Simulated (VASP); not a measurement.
## Mo under changes of volume

One of the cells (16.209 Å³/atom); the others are scaled copies at fixed shape and fractional positions:

```xyz
1
Lattice="-1.5943 1.5943 1.5943 1.5943 -1.5943 1.5943 1.5943 1.5943 -1.5943" Properties=species:S:1:pos:R:3 pbc="T T T"
Mo    0.0000    0.0000    0.0000
```

```yaml
Program: VASP 6.6.1
Functional: PBEsol
Potentials_or_basis: VASP PAW PBE potentials, release 64 (Mo_sv)
Cutoff: 520 eV
k_mesh: 12 × 12 × 12
Occupations: fermi-dirac, width 0.05 eV
Spin: no spin polarisation
```

| volume (Å³/atom) | energy over the lowest point (meV/atom) | pressure (GPa) |
| --- | --- | --- |
| 14.938 | 9.78 | 8.2 |
| 15.256 | 0.00 | 1.7 |
| 15.574 | 2.26 | -4.0 |
| 16.209 | 38.00 | -13.8 |
| 16.527 | ? | ? |
| 16.845 | 108.42 | -21.6 |

Q: What does the run at 16.527 Å³/atom give?

A: Energy over the lowest point 69.34 meV/atom; pressure -17.9 GPa.

Worked out: A Birch-Murnaghan fit of order 3 (a polynomial in V^(-2/3)) to the other rows has its minimum at 15.35 Å³/atom with B0 = V·E''(V) = 284 GPa and B' = 4.4. It gives 69.34 meV/atom at 16.527 Å³/atom, against the run's 69.34, and -dE/dV = -17.8 GPa, against -17.9.

Energies are extrapolated to zero smearing.

Caveats: the PAW data sets were made with another functional, which shifts forces and pressure a little.
